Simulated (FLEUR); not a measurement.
# InAs (F-43m) in FLEUR: notebook

The runs below take InAs through band structure, equation of state, with AM05.

All numbers are computed with FLEUR MaX-R8.1 (later development tree); they aren't measurements. Logs are shortened: lines on timing, memory, paths and dates and some standing lists are left out, and cuts for length are marked.

**Measured values to compare with.**

A printed reference work, data compilation reports, for a bulk crystal of InAs at 4.2 K: band gap 0.418 eV (direct).

The runs below are set against these values where they give the same quantity.

## 1. The structure

Symmetry: F-43m, No. 216, cubic system. Conventional cell: a = 6.036 Å, b = 6.036 Å, c = 6.036 Å, α = 90.00°, β = 90.00°, γ = 90.00°. In (site symmetry -43m) has 4 As at 2.61 Å as nearest neighbours. Around As (site symmetry -43m) lie 4 In at 2.61 Å.

## 2. Band structure, AM05

The input, inp.xml:

```xml
<?xml version="1.0" encoding="UTF-8" standalone="no"?>
<fleurInput fleurInputVersion="0.39">
   <comment>
      InAs                                                                                                
   </comment>
   <calculationSetup>
      <cutoffs Kmax="4.41" Gmax="13.7" GmaxXC="13.7" numbands="0"/>
      <scfLoop itmax="60" minDistance="0.00001" maxIterBroyd="15" imix="Anderson" alpha="0.05" precondParam="0.0" spinf="2.0" sdNocoIR="T"/>
      <coreElectrons ctail="T" frcor="F" kcrel="0" coretail_lmax="0"/>
      <xcFunctional name="LibXC" relativisticCorrections="F">
         <LibXCName exchange="gga_x_am05" correlation="gga_c_am05"/>
      </xcFunctional>
      <magnetism jspins="1"/>
      <soc l_soc="F" theta="0.0" phi="0.0" spav="F"/>
      <expertModes spex="0" secvar="F"/>
      <geometryOptimization l_f="F" forcealpha="1.0" forcemix="BFGS" epsdisp="0.00001" epsforce="0.00001"/>
      <ldaU l_linMix="F" mixParam="0.05" spinf="1.0"/>
   </calculationSetup>
   <cell>
      <bzIntegration valenceElectrons="42.0" mode="hist" fermiSmearingEnergy="0.00183747">
         <kPointListSelection listName="default-1"/>
         <!-- k-points included here -->
         <xi:include xmlns:xi="http://www.w3.org/2001/XInclude" href="kpts.xml"> </xi:include>
      </bzIntegration>
      <!-- symmetry operations included here -->
      <xi:include xmlns:xi="http://www.w3.org/2001/XInclude" href="sym.xml"> </xi:include>
[... 35 lines left out ...]
         <lo type="SCLO" l="1" n="3" eDeriv="0"/>
         <lo type="SCLO" l="1" n="3" eDeriv="1"/>
         <lo type="HELO" l="2" n="4" eDeriv="0"/>
         <lo type="HELO" l="2" n="4" eDeriv="1"/>
         <lo type="SCLO" l="0" n="4" eDeriv="2"/>
         <lo type="SCLO" l="3" n="4" eDeriv="2"/>
      </species>
   </atomSpecies>
   <atomGroups>
      <atomGroup species="Indium (In)">
         <relPos label="                   1">.0000000000 .0000000000 .0000000000</relPos>
         <force calculate="T" relaxXYZ="TTT"/>
      </atomGroup>
      <atomGroup species="Arsenic (As)">
         <relPos label="                   2">-1.000/4.000 -1.000/4.000 -1.000/4.000</relPos>
         <force calculate="T" relaxXYZ="TTT"/>
      </atomGroup>
   </atomGroups>
   <output dos="F" band="F" slice="F">
      <checks vchk="F" cdinf="F"/>
      <bandDOS minEnergy="-.5*Htr" maxEnergy="0.5*Htr" sigma="0.015" storeEVData="T"/>
      <vacuumDOS vacdos="F" integ="F" star="F" nstars="0" locx1="0.0" locy1="0.0" locx2="0.0" locy2="0.0" nstm="0" tworkf="0.0"/>
      <unfoldingBand unfoldBand="F" supercellX="1" supercellY="1" supercellZ="1"/>
      <plotting iplot="0" polar="F">
         <plot TwoD="T" vec1="  1.0  0.0  0.0" vec2="  0.0  1.0  0.0" vec3="  0.0  0.0  1.0" zero="  0.0  0.0  0.0" file="plot"/>
      </plotting>
      <chargeDensitySlicing numkpt="0" minEigenval="0.0" maxEigenval="0.0" nnne="0" pallst="F"/>
      <specialOutput eonly="F"/>
      <moessbauerParams electricFieldGradient="T" isomerShift="T" coreHyperfine="T" valenceHyperfine="T"/>
      <magneticCircularDichroism mcd="F" energyLo="-10.0" energyUp="0.0"/>
   </output>
  <!-- We include the file relax.xml here to enable relaxations (see documentation) -->
  <xi:include xmlns:xi="http://www.w3.org/2001/XInclude" href="relax.xml"> <xi:fallback/> </xi:include>
</fleurInput>
```

The input, crystal.txt:

```
InAs
&input cartesian=F /
0.0000000000  3.0180000000  3.0180000000
3.0180000000  0.0000000000  3.0180000000
3.0180000000  3.0180000000  0.0000000000
1.8897261246
1.0 1.0 1.0

2
49 0.0000000000  0.0000000000  0.0000000000
33 0.7500000000  0.7500000000  0.7500000000

&kpt div1=8 div2=8 div3=8 gamma=T /
```

The input, inp.xml (bands):

```
<?xml version="1.0" encoding="UTF-8" standalone="no"?>
<fleurInput fleurInputVersion="0.39">
   <comment>
      InAs                                                                                                
   </comment>
   <calculationSetup>
      <cutoffs Kmax="4.41" Gmax="13.7" GmaxXC="13.7" numbands="0"/>
      <scfLoop itmax="60" minDistance="0.00001" maxIterBroyd="15" imix="Anderson" alpha="0.05" precondParam="0.0" spinf="2.0" sdNocoIR="T"/>
      <coreElectrons ctail="T" frcor="F" kcrel="0" coretail_lmax="0"/>
      <xcFunctional name="LibXC" relativisticCorrections="F">
         <LibXCName exchange="gga_x_am05" correlation="gga_c_am05"/>
      </xcFunctional>
      <magnetism jspins="1"/>
      <soc l_soc="F" theta="0.0" phi="0.0" spav="F"/>
      <expertModes spex="0" secvar="F"/>
      <geometryOptimization l_f="F" forcealpha="1.0" forcemix="BFGS" epsdisp="0.00001" epsforce="0.00001"/>
      <ldaU l_linMix="F" mixParam="0.05" spinf="1.0"/>
   </calculationSetup>
   <cell>
      <bzIntegration valenceElectrons="42.0" mode="hist" fermiSmearingEnergy="0.00183747">
         <kPointListSelection listName="path-1"/>
         <!-- k-points included here -->
         <xi:include xmlns:xi="http://www.w3.org/2001/XInclude" href="kpts.xml"> </xi:include>
      </bzIntegration>
      <!-- symmetry operations included here -->
      <xi:include xmlns:xi="http://www.w3.org/2001/XInclude" href="sym.xml"> </xi:include>
[... 35 lines left out ...]
         <lo type="SCLO" l="1" n="3" eDeriv="0"/>
         <lo type="SCLO" l="1" n="3" eDeriv="1"/>
         <lo type="HELO" l="2" n="4" eDeriv="0"/>
         <lo type="HELO" l="2" n="4" eDeriv="1"/>
         <lo type="SCLO" l="0" n="4" eDeriv="2"/>
         <lo type="SCLO" l="3" n="4" eDeriv="2"/>
      </species>
   </atomSpecies>
   <atomGroups>
      <atomGroup species="Indium (In)">
         <relPos label="                   1">.0000000000 .0000000000 .0000000000</relPos>
         <force calculate="T" relaxXYZ="TTT"/>
      </atomGroup>
      <atomGroup species="Arsenic (As)">
         <relPos label="                   2">-1.000/4.000 -1.000/4.000 -1.000/4.000</relPos>
         <force calculate="T" relaxXYZ="TTT"/>
      </atomGroup>
   </atomGroups>
   <output dos="F" band="T" slice="F">
      <checks vchk="F" cdinf="F"/>
      <bandDOS minEnergy="-.5*Htr" maxEnergy="0.5*Htr" sigma="0.015" storeEVData="T"/>
      <vacuumDOS vacdos="F" integ="F" star="F" nstars="0" locx1="0.0" locy1="0.0" locx2="0.0" locy2="0.0" nstm="0" tworkf="0.0"/>
      <unfoldingBand unfoldBand="F" supercellX="1" supercellY="1" supercellZ="1"/>
      <plotting iplot="0" polar="F">
         <plot TwoD="T" vec1="  1.0  0.0  0.0" vec2="  0.0  1.0  0.0" vec3="  0.0  0.0  1.0" zero="  0.0  0.0  0.0" file="plot"/>
      </plotting>
      <chargeDensitySlicing numkpt="0" minEigenval="0.0" maxEigenval="0.0" nnne="0" pallst="F"/>
      <specialOutput eonly="F"/>
      <moessbauerParams electricFieldGradient="T" isomerShift="T" coreHyperfine="T" valenceHyperfine="T"/>
      <magneticCircularDichroism mcd="F" energyLo="-10.0" energyUp="0.0"/>
   </output>
  <!-- We include the file relax.xml here to enable relaxations (see documentation) -->
  <xi:include xmlns:xi="http://www.w3.org/2001/XInclude" href="relax.xml"> <xi:fallback/> </xi:include>
</fleurInput>
```

Potentials or basis: all-electron, FLAPW.

The run is started by

```console
> inpgen -f crystal.txt -profile fastHighL
> # inp.xml edited to the form shown
> fleur_MPI
> fleur_MPI   # second run, on inp.xml (bands)
```

Output:

```text
Welcome to FLEUR        (www.flapw.de)
      MaX-Release 8.1          (www.max-centre.eu)
 func_ids         135         120         135         120
The functional 'Armiento & Mattsson 05' is an exchange functional, it belongs to the 'GGA' family and is defined in the reference(s):
[1] R. Armiento and A. E. Mattsson.,  Phys. Rev. B 72, 085108 (2005)
[2] A. E. Mattsson, R. Armiento, J. Paier, G. Kresse, J. M. Wills, and T. R. Mattsson.,  J. Chem. Phys. 128, 084714 (2008)
The functional 'Armiento & Mattsson 05' is a correlation functional, it belongs to the 'GGA' family and is defined in the reference(s):
[1] R. Armiento and A. E. Mattsson.,  Phys. Rev. B 72, 085108 (2005)
[2] A. E. Mattsson, R. Armiento, J. Paier, G. Kresse, J. M. Wills, and T. R. Mattsson.,  J. Chem. Phys. 128, 084714 (2008)
 Using same functional for VXC and EXC

 ========== k-point set info ==========
 Selected k-point list: default-1
 k-point list type: mesh
 8 x 8 x 8
 Number of k points: 29

 ------------Calculation Setup---------------------------
 Number of MPI-tasks      :            1
 Number of PE/node        :            1
 Number of OMP-threads    :            1
 Most efficient MPI parallelization for:
           1          29
 Additional eigenvalue parallelization possible
 Number of basis functions:          630
 Approximate size of matrices (H+S) per k-point:         0.012 GB
 --------------------------------------------------------
 Iteration:     1   Distance:       6.32759811 me/bohr^3
 Iteration:     2   Distance:       5.87014617 me/bohr^3
 Iteration:     3   Distance:       3.04765841 me/bohr^3
 Iteration:     4   Distance:       1.14856761 me/bohr^3
 Iteration:     5   Distance:       0.85940061 me/bohr^3
 Iteration:     6   Distance:       0.13134386 me/bohr^3
 Iteration:     7   Distance:       0.11415579 me/bohr^3
 Iteration:     8   Distance:       0.03636846 me/bohr^3
 Iteration:     9   Distance:       0.01761832 me/bohr^3
 Iteration:    10   Distance:       0.01046203 me/bohr^3
 Iteration:    11   Distance:       0.01054651 me/bohr^3
 Iteration:    12   Distance:       0.00172470 me/bohr^3
 Iteration:    13   Distance:       0.00094778 me/bohr^3
 Iteration:    14   Distance:       0.00021148 me/bohr^3
 Iteration:    15   Distance:       0.00002307 me/bohr^3
 Iteration:    16   Distance:       0.00002145 me/bohr^3
 Iteration:    17   Distance:       0.00001177 me/bohr^3
 Iteration:    18   Distance:       0.00000313 me/bohr^3

 ********************************************************************
 Run finished successfully
 Stop message:
   all done
 ********************************************************************
```

Wall time 2 min (1 thread of Arm Neoverse V2, shared host); peak memory 0.07 GiB.

What came out:

- Free energy: -221405.9646 eV
- Band gap along the path: none (metal or under the smearing width)
- Valence electrons inside the program's atomic spheres: In 18.84; As 19.04 (radii In 2.35, As 2.22 bohr)

Levels at the corners of the path, in eV from the Fermi level:
| point | band 19 | band 20 | band 21 | band 22 | band 23 | band 24 |
| --- | --- | --- | --- | --- | --- | --- |
| Γ | -0.25 | -0.05 | -0.05 | -0.05 | 3.87 | 3.87 |
| X | -5.92 | -2.38 | -2.38 | 1.48 | 1.99 | 9.13 |
| W | -5.78 | -3.02 | -2.94 | 4.17 | 4.23 | 4.98 |
| K | -5.79 | -3.34 | -2.01 | 2.05 | 4.22 | 7.26 |
| Γ | -0.25 | -0.05 | -0.05 | -0.05 | 3.87 | 3.87 |
| L | -5.85 | -1.04 | -1.04 | 0.90 | 4.65 | 4.65 |
| U | -5.79 | -3.34 | -2.01 | 2.05 | 4.22 | 7.26 |
| W | -5.78 | -3.02 | -2.94 | 4.17 | 4.23 | 4.98 |
| L | -5.85 | -1.04 | -1.04 | 0.90 | 4.65 | 4.65 |
| K | -5.79 | -3.34 | -2.01 | 2.05 | 4.22 | 7.26 |
| U | -5.79 | -3.34 | -2.01 | 2.05 | 4.22 | 7.26 |
| X | -5.92 | -2.38 | -2.38 | 1.48 | 1.99 | 9.13 |

Core levels (eV from the Fermi level):
```tsv
atom	levels
1 In	1s1/2 -27701.8, 2s1/2 -4143.8, 2p1/2 -3865.3, 2p3/2 -3654.8, 3s1/2 -782.4, 3p1/2 -670.0, 3p3/2 -631.9, 3d3/2 -432.7, 3d5/2 -424.9
2 As	1s1/2 -11691.3, 2s1/2 -1478.4, 2p1/2 -1321.1, 2p3/2 -1284.6, 3s1/2 -184.0
```

Caveat: spin-orbit coupling is left out, which moves the levels of the heavy elements; this crystal is a semiconductor, whose small gap the functional closes, so the metal is an error of the method.

## 3. Equation of state, AM05, 25.84 Å³/atom (volume scaled by 0.94)

Changes to inp.xml since step 2:

```diff
@@ -6,3 +6,3 @@
    <calculationSetup>
-      <cutoffs Kmax="4.41" Gmax="13.7" GmaxXC="13.7" numbands="0"/>
+      <cutoffs Kmax="4.56" Gmax="14.1" GmaxXC="14.1" numbands="0"/>
       <scfLoop itmax="60" minDistance="0.00001" maxIterBroyd="15" imix="Anderson" alpha="0.05" precondParam="0.0" spinf="2.0" sdNocoIR="T"/>
@@ -26,3 +26,3 @@
       <xi:include xmlns:xi="http://www.w3.org/2001/XInclude" href="sym.xml"> </xi:include>
-      <bulkLattice scale="1.0">
+      <bulkLattice scale="0.9795861087">
          <bravaisMatrix>
@@ -36,3 +36,3 @@
       <species name="Indium (In)" element="In" atomicNumber="49">
-         <mtSphere radius="2.35" gridPoints="777" logIncrement="0.017"/>
+         <mtSphere radius="2.28" gridPoints="777" logIncrement="0.017"/>
          <atomicCutoffs lmax="9" lnonsphr="7"/>
@@ -52,3 +52,3 @@
       <species name="Arsenic (As)" element="As" atomicNumber="33">
-         <mtSphere radius="2.22" gridPoints="735" logIncrement="0.017"/>
+         <mtSphere radius="2.15" gridPoints="735" logIncrement="0.017"/>
          <atomicCutoffs lmax="9" lnonsphr="7"/>
```

Potentials or basis: all-electron, FLAPW.

The run is started by

```console
> inpgen -f crystal.txt -profile fastHighL
> # inp.xml edited to the form shown
> fleur_MPI
```

Output:

```text
Welcome to FLEUR        (www.flapw.de)
      MaX-Release 8.1          (www.max-centre.eu)
 func_ids         135         120         135         120
The functional 'Armiento & Mattsson 05' is an exchange functional, it belongs to the 'GGA' family and is defined in the reference(s):
[1] R. Armiento and A. E. Mattsson.,  Phys. Rev. B 72, 085108 (2005)
[2] A. E. Mattsson, R. Armiento, J. Paier, G. Kresse, J. M. Wills, and T. R. Mattsson.,  J. Chem. Phys. 128, 084714 (2008)
The functional 'Armiento & Mattsson 05' is a correlation functional, it belongs to the 'GGA' family and is defined in the reference(s):
[1] R. Armiento and A. E. Mattsson.,  Phys. Rev. B 72, 085108 (2005)
[2] A. E. Mattsson, R. Armiento, J. Paier, G. Kresse, J. M. Wills, and T. R. Mattsson.,  J. Chem. Phys. 128, 084714 (2008)
 Using same functional for VXC and EXC

 ========== k-point set info ==========
 Selected k-point list: default-1
 k-point list type: mesh
 8 x 8 x 8
 Number of k points: 29

 ------------Calculation Setup---------------------------
 Number of MPI-tasks      :            1
 Number of PE/node        :            1
 Number of OMP-threads    :            1
 Most efficient MPI parallelization for:
           1          29
 Additional eigenvalue parallelization possible
 Number of basis functions:          652
 Approximate size of matrices (H+S) per k-point:         0.013 GB
 --------------------------------------------------------
 Iteration:     1   Distance:       6.59193131 me/bohr^3
 Iteration:     2   Distance:       6.11187325 me/bohr^3
 Iteration:     3   Distance:       3.13329674 me/bohr^3
 Iteration:     4   Distance:       0.99195635 me/bohr^3
 Iteration:     5   Distance:       0.88045563 me/bohr^3
 Iteration:     6   Distance:       0.12594181 me/bohr^3
 Iteration:     7   Distance:       0.09238233 me/bohr^3
 Iteration:     8   Distance:       0.03849651 me/bohr^3
 Iteration:     9   Distance:       0.00517701 me/bohr^3
 Iteration:    10   Distance:       0.00471139 me/bohr^3
 Iteration:    11   Distance:       0.00095219 me/bohr^3
 Iteration:    12   Distance:       0.00015254 me/bohr^3
 Iteration:    13   Distance:       0.00015025 me/bohr^3
 Iteration:    14   Distance:       0.00001271 me/bohr^3
 Iteration:    15   Distance:       0.00000360 me/bohr^3

 ********************************************************************
 Run finished successfully
 Stop message:
   all done
 ********************************************************************
```

It took 99 s on 1 thread of Arm Neoverse V2, shared host; peak memory 0.08 GiB.

What came out:

- Free energy: -221405.8825 eV
- Band gap on the k mesh: 0.12 eV, direct
- Valence electrons inside the program's atomic spheres: In 18.70; As 18.88 (radii In 2.28, As 2.15 bohr)

Caveat: spin-orbit coupling is left out, which moves the levels of the heavy elements.

## 4. Equation of state, AM05, 26.39 Å³/atom (volume scaled by 0.96)

Changes to inp.xml since step 3:

```diff
@@ -26,3 +26,3 @@
       <xi:include xmlns:xi="http://www.w3.org/2001/XInclude" href="sym.xml"> </xi:include>
-      <bulkLattice scale="0.9795861087">
+      <bulkLattice scale="0.9864848297">
          <bravaisMatrix>
```

The run is started by

```console
> inpgen -f crystal.txt -profile fastHighL
> # inp.xml edited to the form shown
> fleur_MPI
```

Wall time 1.9 min (1 thread of Arm Neoverse V2, shared host); peak memory 0.09 GiB.

It converged, with:

| Property | Result |
| --- | --- |
| Free energy | -221405.9197 eV |
| Band gap on the k mesh | none (metal or under the smearing width) |
| Valence electrons inside the program's atomic spheres | In 18.69; As 18.86 (radii In 2.28, As 2.15 bohr) |

## 5. Equation of state, AM05, 27.49 Å³/atom

Changes to inp.xml since step 4:

```diff
@@ -26,3 +26,3 @@
       <xi:include xmlns:xi="http://www.w3.org/2001/XInclude" href="sym.xml"> </xi:include>
-      <bulkLattice scale="0.9864848297">
+      <bulkLattice scale="1.0000000000">
          <bravaisMatrix>
```

The run is started by

```console
> inpgen -f crystal.txt -profile fastHighL
> # inp.xml edited to the form shown
> fleur_MPI
```

Wall time 2.3 min (1 thread of Arm Neoverse V2, shared host); peak memory 0.09 GiB.

Results (log left out):

```yaml
Free_energy: -221405.9633 eV
Band_gap_on_the_k_mesh: none (metal or under the smearing width)
Valence_electrons_inside_the_program's_atomic_spheres: In 18.66; As 18.83 (radii In 2.28, As 2.15 bohr)
```

## 6. Equation of state, AM05, 28.59 Å³/atom (volume scaled by 1.04)

Changes to inp.xml since step 5:

```diff
@@ -26,3 +26,3 @@
       <xi:include xmlns:xi="http://www.w3.org/2001/XInclude" href="sym.xml"> </xi:include>
-      <bulkLattice scale="1.0000000000">
+      <bulkLattice scale="1.0131594038">
          <bravaisMatrix>
```

Potentials or basis: all-electron, FLAPW.

The run is started by

```console
> inpgen -f crystal.txt -profile fastHighL
> # inp.xml edited to the form shown
> fleur_MPI
```

Wall time 2.1 min (1 thread of Arm Neoverse V2, shared host); peak memory 0.09 GiB.

Results (log left out):

```yaml
Free_energy: -221405.9722 eV
Band_gap_on_the_k_mesh: none (metal or under the smearing width)
Valence_electrons_inside_the_program's_atomic_spheres: In 18.64; As 18.80 (radii In 2.28, As 2.15 bohr)
```

## 7. Equation of state, AM05, 29.14 Å³/atom (volume scaled by 1.06)

Changes to inp.xml since step 6:

```diff
@@ -26,3 +26,3 @@
       <xi:include xmlns:xi="http://www.w3.org/2001/XInclude" href="sym.xml"> </xi:include>
-      <bulkLattice scale="1.0131594038">
+      <bulkLattice scale="1.0196128224">
          <bravaisMatrix>
```

The run is started by

```console
> inpgen -f crystal.txt -profile fastHighL
> # inp.xml edited to the form shown
> fleur_MPI
```

Run time: 2.6 min. Hardware: 1 thread of Arm Neoverse V2, shared host; peak memory 0.09 GiB.

It converged, with:

```yaml
Free_energy: -221405.9658 eV
Band_gap_on_the_k_mesh: none (metal or under the smearing width)
Valence_electrons_inside_the_program's_atomic_spheres: In 18.63; As 18.79 (radii In 2.28, As 2.15 bohr)
```

## 8. Equation of state, AM05

No new run: the results of the series are fitted here.

Results:

- Equilibrium volume: 28.36 Å³/atom
- Bulk modulus: 55 GPa
- Pressure derivative of the bulk modulus: 4.3 (rough: it moves with the points fitted)

Energy against volume, from the lowest point:
```
volume (Å³/atom)  energy (meV/atom)
          25.840              44.88
          26.389              26.29
          27.489               4.49
          28.588               0.00
          29.138               3.22
```

## 9. How close it comes

Step 2. Against the measured gap of InAs, 0.418 eV (direct; 4.2 K; a printed reference work, data compilation), the calculated 0.00 eV is off by -0.42 eV. Spin-orbit coupling on As, In is left out. The value is that of AM05, without temperature or zero-point motion. Semilocal functionals fall short of measured gaps as a rule.
